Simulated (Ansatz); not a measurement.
Crystal: In.

```xyz
1
Lattice="-1.6035 1.6035 2.4403 1.6035 -1.6035 2.4403 1.6035 1.6035 -2.4403" Properties=species:S:1:pos:R:3 pbc="T T T"
In    0.0000    0.0000    0.0000
```

The cell isn't the ideal one: volume scaled by 0.96.

| Quantity | Value |
| --- | --- |
| Program | Ansatz 0.2.0 |
| Task | relaxation of cell and atoms |
| Functional | BLYP |
| Dispersion | D4 |
| Potentials or basis | all-electron LAPW, inner shells corrected to Dirac's equation |
| Basis error allowed | 0.001 eV/atom |
| k mesh | 11 × 11 × 11 |
| Occupations | cold, width 0.01 eV |
| Spin | no spin polarisation |

At the start: volume 25.10 Å³/atom.

Problem. How do energy, volume and symmetry change on relaxing?

Solution. Over 9 steps the energy falls by 32.8 meV/atom and the volume is 27.76 Å³/atom (+10.6 %); space group I4/mmm (No. 139, to 0.05 Å).

Step by step:
```
step  energy change (eV)  largest force (eV/Å)  volume (Å³)
   1              0.0000                0.0000        25.10
   2             -0.0290                0.0000        27.35
   3             -0.0309                0.0000        27.64
   4             -0.0323                0.0000        27.79
   5             -0.0326                0.0000        27.78
   6             -0.0327                0.0000        27.76
   7             -0.0328                0.0000        27.76
   8             -0.0328                0.0000        27.76
   9             -0.0328                0.0000        27.76
```

Final structure:
```
In
1.0
    -1.63730    1.63730    2.58839
     1.63730   -1.63730    2.58839
     1.63730    1.63730   -2.58839
In
1
Direct
  0.00000 0.00000 0.00000
```
